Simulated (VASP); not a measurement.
# Tm (Im-3m) in VASP: notebook, part 2 of 2

VASP 6.6.1.

## 5. Single point, PBE, collinear spin, ferromagnetic start

This run uses another cell than the first one, of the same volume but with other edges.

File INCAR:

```
ADDGRID  = T            
ALGO     = Normal         # electronic algorithm
EDIFF    = 1E-6           # SCF threshold, eV
ENCUT    = 400            # plane-wave cutoff, eV
GGA      = PE             # functional
ISIF     = 2              # what is computed and relaxed
ISMEAR   = -1             # smearing method
ISPIN    = 2              # spin polarisation
LASPH    = T              # aspherical terms in the spheres
LCHARG   = F              # write CHGCAR
LMAXMIX  = 6              # l up to which the mixer works
LORBIT   = 11             # projections on sites
LREAL    = F              # projectors in reciprocal space
LWAVE    = F              # write WAVECAR
MAGMOM   = 2              # initial moments
NELM     = 100            # most SCF steps
PREC     = Accurate       # precision mode
SIGMA    = 0.1            # smearing width, eV
```

File KPOINTS:

```
k-points
0
Gamma
  6 6 6
```

File POSCAR:

```
Tm
1.0
   -1.9705499473      1.9705499473      1.9705499473
    1.9705499473     -1.9705499473      1.9705499473
    1.9705499473      1.9705499473     -1.9705499473
Tm
1
Direct
    0.0000000000      0.0000000000      0.0000000000
```

Potentials or basis: VASP PAW PBE potentials, release 64 (Tm).

Started as:

```console
cat potpaw_PBE.64/Tm/POTCAR > POTCAR
mpirun -np 1 vasp_std > vasp.out
```

OUTCAR:

```text
EDIFF = 1E-6
   ENCUT = 400
   GGA = PE
   ISIF = 2
   ISMEAR = -1
   ISPIN = 2
   LASPH = T
   LORBIT = 11
   LREAL = F
   NELM = 100
   PREC = Accurate

 Found     16 irreducible k-points:

 Following reciprocal coordinates:
            Coordinates               Weight
  0.000000  0.000000  0.000000      1.000000
  0.166667  0.000000  0.000000     12.000000
  0.333333  0.000000  0.000000     12.000000
  0.500000  0.000000  0.000000      6.000000
  0.166667  0.166667  0.000000     24.000000
  0.333333  0.166667  0.000000     48.000000
   k-points           NKPTS =     16   k-points in BZ     NKDIM =     16   number of bands    NBANDS=     16
   number of dos      NEDOS =    301   number of ions     NIONS =      1
   total plane-waves  NPLWV =  13824
   dimension x,y,z NGX =    24 NGY =   24 NGZ =   24
   dimension x,y,z NGXF=    48 NGYF=   48 NGZF=   48
   ions per type =               1
   NGX,Y,Z   is equivalent  to a cutoff of  11.69, 11.69, 11.69 a.u.
   NGXF,Y,Z  is equivalent  to a cutoff of  23.38, 23.38, 23.38 a.u.
 SYSTEM =  unknown system
   PREC   = accura    normal or accurate (medium, high low for compatibility)
   ISTART =      0    job   : 0-new  1-cont  2-samecut
   ICHARG =      2    charge: 1-file 2-atom 10-const
   ISPIN  =      2    spin polarized calculation?
   LNONCOLLINEAR =      F non collinear calculations
   LSORBIT =      F    spin-orbit coupling
   LASPH  =      T    aspherical Exc in radial PAW
   ENCUT  =  400.0 eV  29.40 Ry    5.42 a.u.   5.57  5.57  5.57*2*pi/ulx,y,z
   NELM   =    100;   NELMIN=  2; NELMDL= -5     # of ELM steps
   EDIFF  = 0.1E-05   stopping-criterion for ELM
   LREAL  =      F    real-space projection
   EDIFFG = 0.1E-04   stopping-criterion for IOM
   NSW    =      0    number of steps for IOM
   IBRION =     -1    ionic relax: 0-MD 1-quasi-New 2-CG
   NFREE  =      0    steps in history (QN), initial steepest desc. (CG)
   ISIF   =      2    stress and relaxation
   ISYM   =      2    0-nonsym 1-usesym 2-fastsym
   POTIM  = 0.5000    time-step for ionic-motion
   TEBEG  =    0.0;   TEEND  =   0.0 temperature during run
   PSTRESS=    0.0 pullay stress
   NELECT =      23.0000    total number of electrons
   NUPDOWN=      -1.0000    fix difference up-down
   EMIN   =  10.00;   EMAX   =-10.00  energy-range for DOS
   EFERMI =   0.00;   METHOD = LEGACY
   ISMEAR =    -1;   SIGMA  =   0.10  broadening in eV -4-tet -1-fermi 0-gaus
   EFERMI_NEDOS =   21; number of points for ismear=-14 and -15
   IALGO  =     38    algorithm
   IMIX   =      4    mixing-type and parameters
     AMIX     =   0.40;   BMIX     =  1.00
     AMIX_MAG =   1.60;   BMIX_MAG =  1.00
  volume/ion in A,a.u.               =      30.61       206.55
  Fermi-wavevector in a.u.,A,eV,Ry     =   1.488367  2.812606 30.140115  2.215236
  Thomas-Fermi vector in A             =   2.601411
   LORBIT       =     11    0 simple, 1 ext, 2 COOP (PROOUT), +10 PAW based schemes
   GGA     = PE    functional components
   LHFCALC =     F    Hartree Fock is set to
   AEXX    =    0.0000 exact exchange contribution
   IVDW    =     0    specifies the selected vdW correction
   LEPSILON=     F    determine dielectric tensor
   LRPA    =     F    only Hartree local field effects (RPA)
 spin polarized calculation
  energy-cutoff  :      400.00
  volume of cell :       30.61
 maximum number of plane-waves:       586
 NGX is ok and might be reduce to    24

 number of electron      23.0000001 magnetization       1.1448788

 Free energy of the ion-electron system (eV)
  ---------------------------------------------------
  ext. energy  EPLUGINS =         0.00000000
  ---------------------------------------------------
  free energy    TOTEN  =        -4.11612121 eV

  energy without entropy =       -3.89477172  energy(sigma->0) =       -4.00544647

 E-fermi :   2.2874     XC(G=0): -10.1979

 val. band max:        2.2835013036   @ k =   0.3333   0.1667   0.1667
 cond. band min:       2.2898635672   @ k =   0.5000   0.0000   0.0000
 fundamental gap:      0.0063622636
 Fermi energy:         2.2873695612

 spin component 1

 k-point     1 :       0.0000    0.0000    0.0000
  band No.  band energies     occupation
      1     -48.1944      1.00000
      2     -21.1292      1.00000
      3     -21.1292      1.00000
      4     -21.1292      1.00000
      5      -3.0352      1.00000
      6       0.7158      1.00000
[... 8 lines left out ...]
     15       5.1404      0.00000
     16       7.3823      0.00000

 k-point     2 :       0.1667    0.0000    0.0000
  band No.  band energies     occupation
      1     -48.1835      1.00000
      2     -21.2907      1.00000
      3     -21.1798      1.00000
      4     -21.1300      1.00000
      5      -2.2509      1.00000
      6       0.7259      1.00000
[... 8 lines left out ...]
     15       5.9838      0.00000
     16       6.8812      0.00000

 k-point     3 :       0.3333    0.0000    0.0000
  band No.  band energies     occupation
      1     -48.1614      1.00000
      2     -21.5961      1.00000
      3     -21.2782      1.00000
      4     -21.1316      1.00000
      5      -0.4781      1.00000
      6       0.7472      1.00000
[... 8 lines left out ...]
     15       7.2381      0.00000
     16       7.7692      0.00000

 k-point     4 :       0.5000    0.0000    0.0000
  band No.  band energies     occupation
      1     -48.1503      1.00000
      2     -21.7413      1.00000
      3     -21.3267      1.00000
      4     -21.1325      1.00000
      5       0.4159      1.00000
      6       0.7579      1.00000
[... 8 lines left out ...]
     15       7.2114      0.00000
     16       8.2458      0.00000

 k-point     5 :       0.1667    0.1667    0.0000
  band No.  band energies     occupation
      1     -48.1670      1.00000
      2     -21.4981      1.00000
      3     -21.2447      1.00000
      4     -21.1661      1.00000
      5      -0.9045      1.00000
      6       0.7359      1.00000
[... 8 lines left out ...]
     15       6.6727      0.00000
     16       7.5842      0.00000

 k-point     6 :       0.3333    0.1667    0.0000
  band No.  band energies     occupation
      1     -48.1504      1.00000
      2     -21.6653      1.00000
      3     -21.3631      1.00000
      4     -21.1796      1.00000
      5       0.6885      1.00000
      6       0.7772      1.00000
[... 8 lines left out ...]
     15       7.0774      0.00000
     16       8.1213      0.00000

 [... further k-points ...]

 spin component 2

 k-point     1 :       0.0000    0.0000    0.0000
  band No.  band energies     occupation
      1     -47.6602      1.00000
      2     -20.7629      1.00000
      3     -20.7629      1.00000
      4     -20.7629      1.00000
      5      -3.1400      1.00000
      6       1.8354      0.98923
[... 8 lines left out ...]
     15       5.1970      0.00000
     16       7.3878      0.00000

 k-point     2 :       0.1667    0.0000    0.0000
  band No.  band energies     occupation
      1     -47.6487      1.00000
      2     -20.9329      1.00000
      3     -20.8157      1.00000
      4     -20.7640      1.00000
      5      -2.3483      1.00000
      6       1.7857      0.99342
[... 8 lines left out ...]
     15       6.0573      0.00000
     16       6.9004      0.00000

 k-point     3 :       0.3333    0.0000    0.0000
  band No.  band energies     occupation
      1     -47.6255      1.00000
      2     -21.2533      1.00000
      3     -20.9180      1.00000
      4     -20.7660      1.00000
      5      -0.5619      1.00000
      6       1.7165      0.99669
[... 8 lines left out ...]
     15       7.2852      0.00000
     16       7.8055      0.00000

 k-point     4 :       0.5000    0.0000    0.0000
  band No.  band energies     occupation
      1     -47.6138      1.00000
      2     -21.4051      1.00000
      3     -20.9685      1.00000
      4     -20.7672      1.00000
      5       0.3413      1.00000
      6       1.6922      0.99740
[... 8 lines left out ...]
     15       7.2520      0.00000
     16       8.3112      0.00000

 k-point     5 :       0.1667    0.1667    0.0000
  band No.  band energies     occupation
      1     -47.6313      1.00000
      2     -21.1504      1.00000
      3     -20.8837      1.00000
      4     -20.8018      1.00000
      5      -0.9911      1.00000
      6       1.7337      0.99607
[... 8 lines left out ...]
     15       6.7085      0.00000
     16       7.6723      0.00000

 k-point     6 :       0.3333    0.1667    0.0000
  band No.  band energies     occupation
      1     -47.6139      1.00000
      2     -21.3254      1.00000
      3     -21.0075      1.00000
      4     -20.8162      1.00000
      5       0.6671      1.00000
      6       1.6986      0.99723
[... 8 lines left out ...]
     15       7.1190      0.00000
     16       8.1836      0.00000

 [... further k-points ...]

------------------------ aborting loop because EDIFF is reached ----------------------------------------

  FORCE on cell =-STRESS in cart. coord.  units (eV):
  Direction    XX          YY          ZZ          XY          YZ          ZX
  --------------------------------------------------------------------------------------
  -------------------------------------------------------------------------------------
  Total        0.4558070      0.4558070      0.4558070     -0.0000000     -0.0000000     -0.0000000
  in kB       23.8599317     23.8599317     23.8599317     -0.0000000     -0.0000000     -0.0000000
  external PRESSURE =      23.8599317 kB  Pullay stress =       0.0000000 kB

 VOLUME and BASIS-vectors are now :
 -----------------------------------------------------------------------------
  energy-cutoff  :      400.00
  volume of cell :       30.61
      direct lattice vectors                 reciprocal lattice vectors
    -1.970549947  1.970549947  1.970549947     0.000000000  0.253736273  0.253736273
     1.970549947 -1.970549947  1.970549947     0.253736273  0.000000000  0.253736273
     1.970549947  1.970549947 -1.970549947     0.253736273  0.253736273  0.000000000

 POSITION                                       TOTAL-FORCE (eV/Angst)
 -----------------------------------------------------------------------------------
      0.00000      0.00000      0.00000        -0.000000      0.000000     -0.000000
 -----------------------------------------------------------------------------------
    total drift:                                0.000000      0.000000      0.000000

  FREE ENERGIE OF THE ION-ELECTRON SYSTEM (eV)
  ---------------------------------------------------
  free  energy   TOTEN  =        -4.1161212114 eV

  energy  without entropy=       -3.8947717203  energy(sigma->0) =       -4.00544647

 total charge

# of ion       s       p       d       f       tot
--------------------------------------------------
    1        2.217   5.940   0.398  12.510  21.065

 magnetization (x)

# of ion       s       p       d       f       tot
--------------------------------------------------
    1        0.004  -0.030  -0.031   1.278   1.221
```

It took 50 s on 1 thread of Intel Xeon Platinum 8259CL at 2.50GHz (Skylake/Cascade Lake), shared host; peak memory 0.24 GiB.

These settings aren't checked as converged: the numbers below hold their error.

What came out:

```yaml
Free_energy: -4.1161 eV
Pressure: 2.4 GPa
Band_gap_on_the_k_mesh: none (metal or under the smearing width)
Net_moment: 1.14 μB per cell
Site_moments: Tm +1.22 μB
Valence_electrons_inside_the_program's_atomic_spheres: Tm 21.07
```

Caveat: the k mesh is coarse (spacing up to 0.38 Å⁻¹), so the values aren't converged; the cutoff is under 1.25 times the usual one of these potentials, so pressure, stress and relaxed cells hold a basis-set (Pulay) error; the magnetic or orbital state may not be the lowest; spin-orbit coupling is left out, which moves the levels of the heavy elements.

## 6. The reference run

An earlier run on the cell as given: functional PBE; potentials or basis VASP PAW PBE potentials, release 64 (Tm); cutoff 520 eV; k mesh 10 × 10 × 10; occupations fermi-dirac, width 0.05 eV; collinear spin, ferromagnetic start; starting moments [2.0] μB.

* Pressure: 2.8 GPa
* Band gap on the k mesh: none (metal or under the smearing width)
* Net moment: 1.14 μB per cell
* Site moments: Tm +1.22 μB
* Valence electrons inside the program's atomic spheres: Tm 21.06
